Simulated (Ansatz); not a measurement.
# GaAs: the cost of one run

Method: DFT PBEsol, frozen-core PAW, scalar-relativistic unless said, in Ansatz 0.2.0.

2 further runs of the same task are left out: 2 that didn't finish.

## 1. The starting structure

It takes space group F-43m (No. 216, cubic). Conventional cell: a = 5.654 Å, b = 5.654 Å, c = 5.654 Å, α = 90.00°, β = 90.00°, γ = 90.00°. Ga (site symmetry -43m) has 4 As at 2.45 Å as nearest neighbours. As (site symmetry -43m) has 4 Ga at 2.45 Å as nearest neighbours.

As a file:

```cif
data_structure
_symmetry_space_group_name_H-M 'P 1'
_symmetry_Int_Tables_number 1
_cell_length_a 3.9978
_cell_length_b 3.9978
_cell_length_c 3.9978
_cell_angle_alpha 60.000
_cell_angle_beta 60.000
_cell_angle_gamma 60.000
_cell_volume 45.18
loop_
_atom_site_label
_atom_site_type_symbol
_atom_site_fract_x
_atom_site_fract_y
_atom_site_fract_z
_atom_site_occupancy
Ga1 Ga 0.00000 0.00000 0.00000 1
As1 As 0.75000 0.75000 0.75000 1
```

Cartesian axes are those of the input's lattice vectors. The structure goes back to a database entry.

## 2. Cell and atoms relaxed, PAW

The input, input.yaml:

```yaml
crystal:
  lattice:
    - [0.0, 2.82685, 2.82685]
    - [2.82685, 0.0, 2.82685]
    - [2.82685, 2.82685, 0.0]
  atoms:
    - { symbol: Ga, position: [0.0, 0.0, 0.0] }
    - { symbol: As, position: [0.75, 0.75, 0.75] }
kpoints:
  mp_grid: { grid: [12, 12, 12] }
scf:
  occupations: { method: fermi_dirac, width: 0.08 }
hamiltonian:
  xc: pbesol
  pseudopotentials: { kind: paw }
relax:
  f_tol: 0.002
  max_steps: 80
  cell: {}
output:
  forces: true
  stress: true
```

Run with:

```sh
ansatz run input.yaml --threads 1 --pin off --max-ram 3072MiB --backend cpu --events-out ev --progress --plain --runs-dir out
```

**Question.** How long does this run take on 1 thread of Intel Xeon Platinum 8488C (Sapphire Rapids), shared host, and how much memory does it need?

About 16 s, with a peak of 0.45 GiB.
